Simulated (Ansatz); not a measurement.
Electric field gradients in SiO2

The cell is a Materials Project structure (computed, not necessarily an observed phase), atoms as given.

Space group Pmma (No. 51); a = 13.8193, b = 6.9106, c = 6.4190 Å.

| site | Wyckoff | site symmetry | x | y | z |
| --- | --- | --- | --- | --- | --- |
| Si1 | 4i | .m. | 0.1152 | 0.0000 | 0.5007 |
| Si5 | 4k | m.. | 0.2500 | 0.2697 | 0.2622 |
| Si9 | 2e | mm2 | 0.2500 | 0.0000 | 0.8815 |
| O11 | 2c | .2/m. | 0.0000 | 0.0000 | 0.5000 |
| O13 | 8l | 1 | 0.1544 | 0.1914 | 0.3816 |
| O21 | 4i | .m. | 0.1541 | 0.0000 | 0.7379 |
| O25 | 2f | mm2 | 0.2500 | 0.5000 | 0.2613 |
| O27 | 4k | m.. | 0.2500 | 0.1917 | 0.0252 |

One atom of each set is listed.

Level of theory: DFT, r2SCAN, plane waves and PAW, scalar-relativistic, 500 eV cutoff, Γ-centred 2×3×3 k-points, Fermi–Dirac smearing 0.02 eV (Ansatz 0.2.0).

V_zz is the principal component of the electric field gradient with the largest magnitude, η = (V_xx − V_yy)/V_zz and C_Q = eQV_zz/h. ν_Q = 3|C_Q|/[2I(2I − 1)].

¹⁷O: I = 5/2, Q = -25.58 mb. Quadrupole moments are those of Pyykkö's year-2017 table.

```
site  atoms                 first shell  C_Q (MHz)     η  ν_Q (MHz)
 O11      2  2 Si at 1.59 Å, angle 180°      -6.37  0.01      0.956
 O13      8  2 Si at 1.62 Å, angle 140°      -5.54  0.28      0.830
 O21      4  2 Si at 1.61 Å, angle 144°      -5.71  0.22      0.857
 O25      2  2 Si at 1.59 Å, angle 180°      -6.35  0.02      0.952
 O27      4  2 Si at 1.61 Å, angle 144°      -5.71  0.21      0.856
```

At O13, O21 and O27 V_zz runs parallel to the line that joins its two neighbours (within 1°) in each case. At O11 and O25 V_zz points along the line of its two bonds (within 1°) in each case.

Si has no stable isotope with a ground-state quadrupole moment in the table, so these sites are left out.
